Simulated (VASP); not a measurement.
Set up this calculation in VASP 6.6.1, as the native input.

- Task: band structure
- Functional: PBE
- Dispersion: D3(BJ)
- Potentials or basis: VASP PAW PBE potentials, release 64 (B, N)
- Cutoff: 520 eV
- k mesh: 9 × 9 × 1
- Occupations: gaussian, width 0.03 eV
- Spin: no spin polarisation
- Dipole correction: yes
- Further INCAR settings: ALGO = Normal; EDIFF = 1e-07; NBANDS = 16

The structure of BN lies in POSCAR:

```
BN                                      
1.0
    2.5076172256      0.0000000000      0.0000000000
   -1.2538086128      2.1716602156      0.0000000000
    0.0000000000      0.0000000000     21.3178500000
  B               N             
     2     2
Direct
     0.6666666699999979    0.3333333300000021    0.4214579404919483
     0.3333333300000021    0.6666666699999979    0.5785420595080516
     0.3333333300000021    0.6666666699999979    0.4213960070046322
     0.6666666699999979    0.3333333300000021    0.5786039929953679
```

One way to write it, as run:

INCAR

```
SYSTEM = BN
PREC     = Accurate       ! precision mode
ENCUT    = 520            ! plane-wave cutoff, eV
EDIFF    = 1E-7           ! SCF threshold, eV
ISMEAR   = 0              ! smearing method
SIGMA    = 0.03           ! smearing width, eV
LREAL    = .False.        ! projectors in reciprocal space
LASPH    = .True.         ! aspherical terms in the spheres
NELM     = 80             ! most SCF steps
ALGO     = Normal         ! electronic algorithm
ISIF     = 2              ! what is computed and relaxed
LWAVE    = .False.        ! write WAVECAR
LCHARG   = .False.        ! write CHGCAR
LDIPOL   = .True.       
IDIPOL   = 3            
DIPOL    = 0.5 0.5 0.500
GGA      = PE             ! functional
IVDW     = 12             ! dispersion correction
NBANDS   = 16             ! bands
LVHAR    = .True.       
LVACPOTAV= .True.       
KPAR     = 4
```

KPOINTS

```
Automatic mesh
0
Gamma
  9 9 1
  0 0 0
```

KPOINTS_OPT

```
explicit points
3
Reciprocal
 0.0000000000  0.0000000000  0.0000000000 1
 0.5000000000  0.0000000000  0.0000000000 1
 0.3333333300  0.3333333300  0.0000000000 1
```

Potentials or basis: VASP PAW PBE potentials, release 64 (B, N).

Run with:

```sh
$ cat potpaw_PBE.64/B/POTCAR potpaw_PBE.64/N/POTCAR > POTCAR
$ mpirun -np 4 vasp_std > vasp.out
```

It gave:

```json
{
  "Largest force": "0.004 eV/Å",
  "Band gap on the k mesh": "4.58 eV, indirect (least direct gap 4.72 eV)",
  "Band gap along the path": "4.50 eV, indirect (least direct gap 4.72 eV)",
  "Dispersion energy per atom": "-0.106 eV",
  "Ionisation potential of the upper face": "5.86 eV"
}
```

Wall time 18 s on 4 MPI ranks on Intel(R) Xeon(R) Platinum 8559C (Emerald Rapids) (shared host), peak memory 0.24 GiB a rank.
